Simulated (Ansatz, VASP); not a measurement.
Two plane-wave programs on As

File INCAR:

```
ALGO     = Normal         # electronic algorithm
EDIFF    = 1E-6           # SCF threshold, eV
ENCUT    = 520            # plane-wave cutoff, eV
GGA      = CA             # functional
ISIF     = 2              # what is computed and relaxed
ISMEAR   = -1             # smearing method
LASPH    = True           # aspherical terms in the spheres
LCHARG   = False          # write CHGCAR
LREAL    = False          # projectors in reciprocal space
LWAVE    = False          # write WAVECAR
NBANDS   = 8              # bands
NELM     = 60             # most SCF steps
PREC     = Accurate       # precision mode
SIGMA    = 0.08           # smearing width, eV
```

KPOINTS

```
k-points
0
Gamma
  15 15 15
```

Contents of POSCAR:

```
As
1.0
    2.6271612856      0.0000000000      0.0000000000
    0.0000000000      2.6271612856      0.0000000000
    0.0000000000      0.0000000000      2.6271612856
As
1
Direct
    0.0000000000      0.0000000000      0.0000000000
```

Input for Ansatz:

```yaml
crystal:
  lattice:
    - [2.6271612856, 0.0, 0.0]
    - [0.0, 2.6271612856, 0.0]
    - [0.0, 0.0, 2.6271612856]
  atoms:
    - { symbol: As, position: [0.0, 0.0, 0.0] }
kpoints:
  mp_grid: { grid: [15, 15, 15] }
scf:
  occupations: { method: fermi_dirac, width: 0.08 }
hamiltonian:
  xc: lda
  pseudopotentials: { kind: paw }
output:
  forces: true
  stress: true
  eigenvalues: true
  populations: true
```

Change from the starting cell: volume scaled by 0.95, PAW files.

Alike in both runs: task single point; functional LDA; k mesh 15 × 15 × 15; occupations fermi-dirac, width 0.08 eV; no spin polarisation.

|  | VASP | Ansatz |
| --- | --- | --- |
| version | VASP 6.6.1 | Ansatz 0.2.0 |
| potentials or method | VASP PAW LDA potentials, release 64 (As) | PAW with Ansatz's default frozen-core files, scalar-relativistic |
| plane-wave cutoff (eV) | 520 | 420 |
| valence electrons in the cell | 5 | 15 |

```tsv
	VASP	Ansatz	Ansatz less VASP
pressure (GPa)	5.9	5.3	-0.55
```

The two sets of potentials don't hold the same shells in valence.
